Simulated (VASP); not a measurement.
A run of VASP 6.6.1:

INCAR

```
SYSTEM = Be
ALGO = Normal
EDIFF = 1E-7
EDIFFG = -0.01
ENCUT = 600
IBRION = 2
ISIF = 4
ISMEAR = 1
LASPH = .True.
LCHARG = .False.
LREAL = .False.
LWAVE = .False.
NELM = 80
NSW = 40
PREC = Accurate
SIGMA = 0.1
```

The input KPOINTS:

```
k-points
0
Gamma
  18 18 10
  0 0 0
```

Contents of POSCAR:

```
Be                                      
1.0
    2.2266416248     -0.0000000000     -0.0000000000
   -1.1133208124      1.9283282122      0.0000000000
    0.0000000000     -0.0000000000      3.5255916739
  Be            
     2
Direct
     0.3333333332999970    0.6666666667000030    0.2500000000000000
     0.6666666667000030    0.3333333332999970    0.7500000000000000
```

Potentials or basis: VASP PAW LDA potentials, release 64 (Be).

The run is started by

```sh
$ cat potpaw_LDA.64/Be/POTCAR > POTCAR
$ mpirun -np 1 vasp_std > vasp.out
```

Hardware: 1 thread of Intel(R) Xeon(R) Platinum 8488C (Sapphire Rapids), on a shared host.

Problem. How long does it take, and how much memory?

Solution. It took 9.9 s on 1 thread of Intel(R) Xeon(R) Platinum 8488C (Sapphire Rapids), with other jobs on the host, peak memory 0.13 GiB. Counts: scf iterations 10, k points 222, ion steps 1.
